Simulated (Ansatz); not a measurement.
# SrCa3F8: the cell at several levels of theory

Cell and atoms of SrCa3F8 in the fluorite host structure are relaxed in turn with PBE, r2SCAN and PBEsol. This is a trial cell built on a prototype, not taken from a measured structure, and it needn't be the compound's ground state.

Code: Ansatz 0.2.0. PAW datasets, plane waves, zero pressure. (Calculated; spin-unpolarised; the phase may be known or hypothetical.)

## Step 1: Starting point

The symmetry is Cmmm (No. 65, orthorhombic); conventional cell a = 7.902 Å, b = 11.175 Å, c = 3.951 Å, 14.54 Å³ an atom. Around Sr lie 8 F at 2.42 Å; around F lie 4 Ca at 2.42 Å; around F lie 2 Sr at 2.42 Å and 2 Ca at 2.42 Å; around Ca lie 8 F at 2.42 Å; around F lie 1 Sr at 2.42 Å and 3 Ca at 2.42 Å.

The structure in full:

```xyz
12
Lattice="3.9510 -5.5875 0.0000 3.9510 5.5875 0.0000 0.0000 0.0000 3.9510" Properties=species:S:1:pos:R:3 pbc="T T T"
Sr    0.0000    0.0000    0.0000
F     3.9510    1.3969    1.9755
F     3.9510    4.1906    1.9755
Ca    1.9755   -2.7938    1.9755
F     5.9264   -1.3969    0.0000
F     5.9264    1.3969    0.0000
Ca    1.9755    2.7938    1.9755
F     1.9755   -1.3969    0.0000
F     1.9755    1.3969    0.0000
Ca    3.9510    0.0000    0.0000
F     3.9510   -4.1906    1.9755
F     3.9510   -1.3969    1.9755
```

## Step 2: PBE: cell and atoms

Contents of input.yaml:

```yaml
crystal:
  lattice:
    - [3.95096613, -5.58750988, 0.0]
    - [3.95096613, 5.58750988, 0.0]
    - [0.0, 0.0, 3.95096613]
  atoms:
    - { symbol: Sr, position: [0.0, 0.0, 0.0] }
    - { symbol: F, position: [0.375, 0.625, 0.5] }
    - { symbol: F, position: [0.125, 0.875, 0.5] }
    - { symbol: Ca, position: [0.5, 0.0, 0.5] }
    - { symbol: F, position: [0.875, 0.625, 0.0] }
    - { symbol: F, position: [0.625, 0.875, 0.0] }
    - { symbol: Ca, position: [0.0, 0.5, 0.5] }
    - { symbol: F, position: [0.375, 0.125, 0.0] }
    - { symbol: F, position: [0.125, 0.375, 0.0] }
    - { symbol: Ca, position: [0.5, 0.5, 0.0] }
    - { symbol: F, position: [0.875, 0.125, 0.5] }
    - { symbol: F, position: [0.625, 0.375, 0.5] }
kpoints:
  mp_grid: { grid: [4, 4, 6] }
hamiltonian:
  xc: pbe
scf:
  occupations: { method: fermi_dirac, width: 0.02 }
relax:
  f_tol: 0.005
  cell: {}
```

The runs that follow: Relaxation with r2SCAN; Relaxing with PBEsol.

What does the calculation give? Wanted: for each run, a; b; c; volume; space group; SCF geometries.

The runs gave:

| level | a (Å) | b (Å) | c (Å) | volume (Å³/atom) | space group | SCF geometries |
| --- | --- | --- | --- | --- | --- | --- |
| PBE | 7.912 | 11.214 | 3.959 | 14.637 | Cmmm | 8 |
| r2SCAN | 7.812 | 11.076 | 3.909 | 14.091 | Cmmm | 5 |
| PBEsol | 7.782 | 11.031 | 3.895 | 13.929 | Cmmm | 7 |

**Reading.** The first relaxation changed the volume by +0.7 % from the start. PBEsol gives the smallest cell and PBE the largest; they differ by 5.1 % in volume, a mean of 1.7 % in length.
